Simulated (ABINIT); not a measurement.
SnSe2: single point with PBEsol

Crystal: SnSe2.

```
Sn Se
1.0
     3.81100    0.00000    0.00000
    -1.90550    3.30042    0.00000
     0.00000    0.00000    6.13600
Sn Se
1 2
Cartesian
  0.0000 0.0000 0.0000
  1.9055 1.1001 4.6081
  0.0000 2.2003 1.5279
```

* Program: ABINIT 10.8.3 (patched build)
* Task: single point
* Functional: PBEsol
* Potentials or basis: JTH PAW PBE v2.0
* Cutoff: 408 eV
* k mesh: 10 × 10 × 6
* Occupations: fermi-dirac, width 0.05 eV
* Spin: no spin polarisation
* Fine-grid cutoff: 816.342 eV
* Exchange and correlation inside the PAW spheres: full angular mesh (pawxcdev 0, this build's default; the released program takes 1)

```json
{
 "Largest force": "0.612 eV/Å",
 "Band gap on the k mesh": "0.66 eV, indirect (least direct gap 1.01 eV)",
 "Valence electrons inside the program's atomic spheres": "Sn 11.93; Se 3.93"
}
```

Forces in eV/Å, atoms in the order of the input:
```
Sn   0.000  0.000  0.000
Se   0.000  0.000 -0.612
Se   0.000  0.000  0.612
```

Levels at points of the mesh, in eV from the valence-band top:
| k point | band 11 | band 12 | band 13 | band 14 | band 15 | band 16 |
| --- | --- | --- | --- | --- | --- | --- |
| (0.00, 0.00, 0.00) | -0.41 | -0.41 | -0.04 | 0.97 | 2.81 | 4.56 |
| (0.50, 0.00, 0.00) | -2.74 | -1.26 | -0.33 | 1.07 | 3.66 | 5.31 |
| (0.00, 0.00, 0.50) | -0.83 | -0.26 | -0.26 | 2.37 | 2.78 | 4.29 |
| (0.50, 0.00, 0.50) | -2.05 | -0.88 | -0.73 | 0.77 | 4.12 | 4.72 |

Run time: 75 s on 1 thread of Arm Neoverse V1 (shared host), peak memory 0.15 GiB.

Caveat: the PAW data sets were made with another functional, which shifts forces and pressure a little; spin-orbit coupling is left out, which moves the levels of the heavy elements. A k mesh can miss the band edges.
